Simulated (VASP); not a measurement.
# SiC3 (P-4m2) in VASP: a series of runs

The runs below take SiC3 through single point, with PBE.

Everything below comes from runs of VASP 6.6.1. Logs are shortened: lines on timing, memory, paths and dates and some standing lists are left out, and cuts for length are marked.

### 1 The crystal as given

Symmetry: P-4m2, No. 115, tetragonal system. The conventional cell has a = 2.796 Å, b = 2.796 Å, c = 4.090 Å, α = 90.00°, β = 90.00°, γ = 90.00°. Around C (site symmetry 2mm) lie 2 C at 1.65 Å and 2 Si at 1.82 Å. C (site symmetry -4m2) is surrounded by 4 C at 1.65 Å. Si (site symmetry -4m2) has 4 C at 1.82 Å as nearest neighbours.

The cell was built by a generator and needn't be a form met in nature.

### 2 Single point, PBE

INCAR reads:

```
SYSTEM = SiC3
PREC = Accurate
ENCUT = 520
EDIFF = 1E-7
ISMEAR = 0
SIGMA = 0.01
LREAL = .False.
LASPH = .True.
NELM = 100
ALGO = Normal
ISIF = 2
LWAVE = .False.
LCHARG = .False.
GGA = PE
NBANDS = 16
```

KPOINTS reads:

```
Automatic mesh
0
Gamma
  8 8 6
  0 0 0
```

POSCAR reads:

```
SiC3
1.0
    2.7964006874      0.0000000000      0.0000000000
    0.0000000000      2.7964006874      0.0000000000
    0.0000000000      0.0000000000      4.0900436006
C Si
3 1
Direct
    0.5000000000      0.0000000000      0.7862689761
    0.5000000000      0.5000000000      0.0000000000
    0.0000000000      0.5000000000      0.2137310239
    0.0000000000      0.0000000000      0.5000000000
```

Potentials or basis: VASP PAW PBE potentials, release 64 (C, Si).

The run is started by

```console
> cat potpaw_PBE.64/C/POTCAR potpaw_PBE.64/Si/POTCAR > POTCAR
> mpirun -np 1 vasp_std > vasp.out
```

OUTCAR:

```text
SYSTEM = SiC3
   PREC = Accurate
   ENCUT = 520
   EDIFF = 1E-7
   ISMEAR = 0
   LREAL = .False.
   LASPH = .True.
   NELM = 100
   ISIF = 2
   GGA = PE

 ion  position               nearest neighbor table
   1  0.500  0.000  0.786-   2 1.65   2 1.65   4 1.82   4 1.82
   2  0.500  0.500  0.000-   1 1.65   3 1.65   1 1.65   3 1.65
   3  0.000  0.500  0.214-   2 1.65   2 1.65   4 1.82   4 1.82
   4  0.000  0.000  0.500-   1 1.82   3 1.82   3 1.82   1 1.82

  LATTYP: Found a simple tetragonal cell.
 ALAT       =     2.7964006874
 C/A-ratio  =     1.4626099969

  Lattice vectors:

 A1 = (   2.7964006874,   0.0000000000,   0.0000000000)
 A2 = (   0.0000000000,   2.7964006874,   0.0000000000)
 A3 = (   0.0000000000,   0.0000000000,   4.0900436006)

Analysis of symmetry for initial positions (statically):
=====================================================================
 Subroutine PRICEL returns:
 Original cell was already a primitive cell.

 Routine SETGRP: Setting up the symmetry group for a
 simple tetragonal supercell.

 Subroutine GETGRP returns: Found  8 space group operations
 (whereof  8 operations were pure point group operations)
 out of a pool of 16 trial point group operations.

The static configuration has the point symmetry D_2d.

Analysis of symmetry for dynamics (positions and initial velocities):
=====================================================================
 Subroutine PRICEL returns:
 Original cell was already a primitive cell.

 Routine SETGRP: Setting up the symmetry group for a
 simple tetragonal supercell.

 Subroutine GETGRP returns: Found  8 space group operations
 (whereof  8 operations were pure point group operations)
 out of a pool of 16 trial point group operations.

The dynamic configuration has the point symmetry D_2d.

 Subroutine INISYM returns: Found  8 space group operations
 (whereof  8 operations are pure point group operations),
 and found     1 'primitive' translations

----------------------------------------------------------------------------------------

                                     Primitive cell

  volume of cell :      31.9836

  direct lattice vectors                    reciprocal lattice vectors
     2.796400687  0.000000000  0.000000000     0.357602544  0.000000000  0.000000000
     0.000000000  2.796400687  0.000000000     0.000000000  0.357602544  0.000000000
     0.000000000  0.000000000  4.090043601     0.000000000  0.000000000  0.244496171

  length of vectors
     2.796400687  2.796400687  4.090043601     0.357602544  0.357602544  0.244496171

  position of ions in fractional coordinates (direct lattice)
     0.500000000  0.000000000  0.786268976
     0.500000000  0.500000000  0.000000000
     0.000000000  0.500000000  0.213731024
     0.000000000  0.000000000  0.500000000

  ion indices of the primitive-cell ions
   primitive index   ion index
                 1           1
                 2           2
                 3           3
                 4           4

----------------------------------------------------------------------------------------

 KPOINTS: Automatic mesh

Automatic generation of k-mesh.
 Grid dimensions read from file:
 generate k-points for:    8    8    6

 Generating k-lattice:

  Cartesian coordinates                     Fractional coordinates (reciprocal lattice)
     0.044700318  0.000000000  0.000000000     0.125000000  0.000000000  0.000000000
     0.000000000  0.044700318  0.000000000     0.000000000  0.125000000  0.000000000
     0.000000000  0.000000000  0.040749362     0.000000000  0.000000000  0.166666667

  Length of vectors
     0.044700318  0.044700318  0.040749362

  Shift w.r.t. Gamma in fractional coordinates (k-lattice)
     0.000000000  0.000000000  0.000000000

 Subroutine IBZKPT returns following result:
 ===========================================

 Found     60 irreducible k-points:

 Following reciprocal coordinates:
            Coordinates               Weight
  0.000000  0.000000  0.000000      1.000000
  0.125000  0.000000  0.000000      4.000000
  0.250000  0.000000  0.000000      4.000000
  0.375000  0.000000  0.000000      4.000000
  0.500000  0.000000  0.000000      2.000000
  0.125000  0.125000  0.000000      4.000000
[... 16 lines left out ...]
  0.375000  0.125000  0.166667     16.000000
  0.500000  0.125000  0.166667      8.000000
 [... further k-points ...]
   k-points           NKPTS =     60   k-points in BZ     NKDIM =     60   number of bands    NBANDS=     16
   number of dos      NEDOS =    301   number of ions     NIONS =      4
   total plane-waves  NPLWV =  17280
   dimension x,y,z NGX =    24 NGY =   24 NGZ =   30
   dimension x,y,z NGXF=    48 NGYF=   48 NGZF=   60
   ions per type =               3   1
   NGX,Y,Z   is equivalent  to a cutoff of  14.27, 14.27, 12.19 a.u.
   NGXF,Y,Z  is equivalent  to a cutoff of  28.54, 28.54, 24.39 a.u.
 SYSTEM =  SiC3
   PREC   = accura    normal or accurate (medium, high low for compatibility)
   ISTART =      0    job   : 0-new  1-cont  2-samecut
   ICHARG =      2    charge: 1-file 2-atom 10-const
   ISPIN  =      1    spin polarized calculation?
   LNONCOLLINEAR =      F non collinear calculations
   LSORBIT =      F    spin-orbit coupling
   LASPH  =      T    aspherical Exc in radial PAW
   ENCUT  =  520.0 eV  38.22 Ry    6.18 a.u.   5.20  5.20  7.60*2*pi/ulx,y,z
   NELM   =    100;   NELMIN=  2; NELMDL= -5     # of ELM steps
   EDIFF  = 0.1E-06   stopping-criterion for ELM
   LREAL  =      F    real-space projection
   EDIFFG = 0.1E-05   stopping-criterion for IOM
   NSW    =      0    number of steps for IOM
   IBRION =     -1    ionic relax: 0-MD 1-quasi-New 2-CG
   NFREE  =      0    steps in history (QN), initial steepest desc. (CG)
   ISIF   =      2    stress and relaxation
   ISYM   =      2    0-nonsym 1-usesym 2-fastsym
   POTIM  = 0.5000    time-step for ionic-motion
   TEBEG  =    0.0;   TEEND  =   0.0 temperature during run
   PSTRESS=    0.0 pullay stress
   NELECT =      16.0000    total number of electrons
   NUPDOWN=      -1.0000    fix difference up-down
   EMIN   =  10.00;   EMAX   =-10.00  energy-range for DOS
   EFERMI =   0.00;   METHOD = LEGACY
   ISMEAR =     0;   SIGMA  =   0.01  broadening in eV -4-tet -1-fermi 0-gaus
   EFERMI_NEDOS =   21; number of points for ismear=-14 and -15
   IALGO  =     38    algorithm
   IMIX   =      4    mixing-type and parameters
     AMIX     =   0.40;   BMIX     =  1.00
     AMIX_MAG =   1.60;   BMIX_MAG =  1.00
  volume/ion in A,a.u.               =       8.00        53.96
  Fermi-wavevector in a.u.,A,eV,Ry     =   1.299589  2.455866 22.979297  1.688931
  Thomas-Fermi vector in A             =   2.430843
   LORBIT       =      0    0 simple, 1 ext, 2 COOP (PROOUT), +10 PAW based schemes
   GGA     = PE    functional components
   LHFCALC =     F    Hartree Fock is set to
   AEXX    =    0.0000 exact exchange contribution
   IVDW    =     0    specifies the selected vdW correction
   LEPSILON=     F    determine dielectric tensor
   LRPA    =     F    only Hartree local field effects (RPA)
 non-spin polarized calculation
 Gauss-broadening in eV      SIGMA  =   0.01
  energy-cutoff  :      520.00
  volume of cell :       31.98
 maximum number of plane-waves:       888
 NGX is ok and might be reduce to    24
   NGX = 11   NGY = 11   NGZ = 15

 number of electron      16.0000000 magnetization

 Free energy of the ion-electron system (eV)
  ---------------------------------------------------
  ext. energy  EPLUGINS =         0.00000000
  ---------------------------------------------------
  free energy    TOTEN  =       -31.08401157 eV

  energy without entropy =      -31.08401157  energy(sigma->0) =      -31.08401157

 E-fermi :   9.4756     XC(G=0): -12.1028

 val. band max:        9.4236900226   @ k =   0.0000   0.0000   0.0000
 cond. band min:      10.9317356762   @ k =   0.3750   0.3750   0.0000
 fundamental gap:      1.5080456536
 Fermi energy:         9.4756133153

 k-point     1 :       0.0000    0.0000    0.0000
  band No.  band energies     occupation
      1      -9.2714      2.00000
      2      -2.6544      2.00000
      3      -1.4019      2.00000
      4       3.9769      2.00000
      5       3.9769      2.00000
      6       8.7438      2.00000
[... 8 lines left out ...]
     15      22.8501      0.00000
     16      24.1382      0.00000

 k-point     2 :       0.1250    0.0000    0.0000
  band No.  band energies     occupation
      1      -9.0359      2.00000
      2      -2.5499      2.00000
      3      -1.2360      2.00000
      4       2.8917      2.00000
      5       4.1374      2.00000
      6       8.0250      2.00000
[... 8 lines left out ...]
     15      23.2066      0.00000
     16      23.6272      0.00000

 k-point     3 :       0.2500    0.0000    0.0000
  band No.  band energies     occupation
      1      -8.3408      2.00000
      2      -2.5767      2.00000
      3      -0.8210      2.00000
      4       1.4466      2.00000
      5       4.5767      2.00000
      6       6.0228      2.00000
[... 8 lines left out ...]
     15      22.3914      0.00000
     16      23.0367      0.00000

 k-point     4 :       0.3750    0.0000    0.0000
  band No.  band energies     occupation
      1      -7.2424      2.00000
      2      -3.6729      2.00000
      3      -0.1322      2.00000
      4       1.6070      2.00000
      5       4.0054      2.00000
      6       4.6958      2.00000
[... 8 lines left out ...]
     15      20.7795      0.00000
     16      22.3173      0.00000

 k-point     5 :       0.5000    0.0000    0.0000
  band No.  band energies     occupation
      1      -6.2594      2.00000
      2      -4.8352      2.00000
      3       0.4849      2.00000
      4       2.6218      2.00000
      5       2.9758      2.00000
      6       3.1864      2.00000
[... 8 lines left out ...]
     15      20.6949      0.00000
     16      21.9794      0.00000

 k-point     6 :       0.1250    0.1250    0.0000
  band No.  band energies     occupation
      1      -8.8013      2.00000
      2      -2.4345      2.00000
      3      -1.0850      2.00000
      4       3.0566      2.00000
      5       3.0811      2.00000
      6       7.6379      2.00000
[... 8 lines left out ...]
     15      22.9331      0.00000
     16      23.1084      0.00000

 k-point     7 :       0.2500    0.1250    0.0000
  band No.  band energies     occupation
      1      -8.1087      2.00000
      2      -2.4126      2.00000
      3      -0.7311      2.00000
      4       1.6408      2.00000
      5       3.5604      2.00000
      6       6.0376      2.00000
[... 8 lines left out ...]
     15      21.6071      0.00000
     16      22.1007      0.00000

 k-point     8 :       0.3750    0.1250    0.0000
  band No.  band energies     occupation
      1      -7.0151      2.00000
      2      -3.4644      2.00000
      3      -0.0962      2.00000
      4       1.7947      2.00000
      5       4.0425      2.00000
      6       4.1987      2.00000
[... 8 lines left out ...]
     15      19.8880      0.00000
     16      21.6321      0.00000

 k-point     9 :       0.5000    0.1250    0.0000
  band No.  band energies     occupation
      1      -6.0387      2.00000
      2      -4.6135      2.00000
      3       0.5030      2.00000
      4       2.7957      2.00000
      5       3.0120      2.00000
      6       3.3193      2.00000
[... 8 lines left out ...]
     15      19.6176      0.00000
     16      22.1719      0.00000
[... 172 lines left out ...]
 k-point    19 :       0.3750    0.0000    0.1667
  band No.  band energies     occupation
      1      -7.0915      2.00000
      2      -3.7323      2.00000
      3      -0.9506      2.00000
      4       1.9804      2.00000
      5       3.5456      2.00000
      6       5.1821      2.00000
[... 8 lines left out ...]
     15      20.2184      0.00000
     16      21.8615      0.00000

 k-point    20 :       0.5000    0.0000    0.1667
  band No.  band energies     occupation
      1      -6.1508      2.00000
      2      -4.6837      2.00000
      3      -0.3483      2.00000
      4       0.9504      2.00000
      5       4.2349      2.00000
      6       4.7647      2.00000
[... 8 lines left out ...]
     15      21.1888      0.00000
     16      21.7532      0.00000

 k-point    21 :       0.1250    0.1250    0.1667
  band No.  band energies     occupation
      1      -8.6279      2.00000
      2      -3.7087      2.00000
      3       0.2482      2.00000
      4       3.0319      2.00000
      5       3.4670      2.00000
      6       6.7208      2.00000
[... 8 lines left out ...]
     15      21.9469      0.00000
     16      22.7097      0.00000

 k-point    22 :       0.2500    0.1250    0.1667
  band No.  band energies     occupation
      1      -7.9423      2.00000
      2      -3.2882      2.00000
      3      -0.2691      2.00000
      4       2.1807      2.00000
      5       3.7787      2.00000
      6       4.9580      2.00000
[... 8 lines left out ...]
     15      20.6905      0.00000
     16      22.7558      0.00000

 k-point    23 :       0.3750    0.1250    0.1667
  band No.  band energies     occupation
      1      -6.8660      2.00000
      2      -3.5269      2.00000
      3      -0.8099      2.00000
      4       2.0758      2.00000
      5       3.4824      2.00000
      6       4.4039      2.00000
[... 8 lines left out ...]
     15      20.0330      0.00000
     16      22.1352      0.00000

 k-point    24 :       0.5000    0.1250    0.1667
  band No.  band energies     occupation
      1      -5.9313      2.00000
      2      -4.4655      2.00000
      3      -0.2439      2.00000
      4       1.1376      2.00000
      5       4.0147      2.00000
      6       4.7185      2.00000
[... 8 lines left out ...]
     15      19.6387      0.00000
     16      22.1145      0.00000

 [... further k-points ...]
[... 5 lines left out ...]
  --------------------------------------------------------------------------------------
  -------------------------------------------------------------------------------------
  Total        0.5934497      0.5934497      0.7898440      0.0000000      0.0000000      0.0000000
  in kB       29.7281392     29.7281392     39.5662757      0.0000000      0.0000000      0.0000000
  external PRESSURE =      33.0075180 kB  Pullay stress =       0.0000000 kB

 VOLUME and BASIS-vectors are now :
 -----------------------------------------------------------------------------
  energy-cutoff  :      520.00
  volume of cell :       31.98
      direct lattice vectors                 reciprocal lattice vectors
     2.796400687  0.000000000  0.000000000     0.357602544  0.000000000  0.000000000
     0.000000000  2.796400687  0.000000000     0.000000000  0.357602544  0.000000000
     0.000000000  0.000000000  4.090043601     0.000000000  0.000000000  0.244496171

 POSITION                                       TOTAL-FORCE (eV/Angst)
 -----------------------------------------------------------------------------------
      1.39820      0.00000      3.21587         0.000000     -0.000000      0.322879
      1.39820      1.39820      0.00000         0.000000      0.000000      0.000000
      0.00000      1.39820      0.87417         0.000000     -0.000000     -0.322879
      0.00000      0.00000      2.04502         0.000000     -0.000000      0.000000
 -----------------------------------------------------------------------------------
    total drift:                                0.000000     -0.000000     -0.000000

  FREE ENERGIE OF THE ION-ELECTRON SYSTEM (eV)
  ---------------------------------------------------
  free  energy   TOTEN  =       -31.0840115687 eV

  energy  without entropy=      -31.0840115687  energy(sigma->0) =      -31.08401157
```

Wall time 24 s (1 thread of Intel Xeon Platinum 8488C (Sapphire Rapids), shared host); peak memory 0.15 GiB.

What came out:

```
Free energy            : -31.0840 eV
Pressure               : 3.3 GPa
Largest force          : 0.323 eV/Å
Band gap on the k mesh : 1.51 eV, indirect (least direct gap 1.86 eV)
```

Forces on the atoms (eV/Å):
```
C    0.000  0.000  0.323
C    0.000  0.000  0.000
C    0.000  0.000 -0.323
Si   0.000  0.000  0.000
```

A k mesh can miss the band edges. Expect the measured gap to be larger: semilocal functionals such as PBE lack the derivative discontinuity.

(Continued in part 2 of 2.)
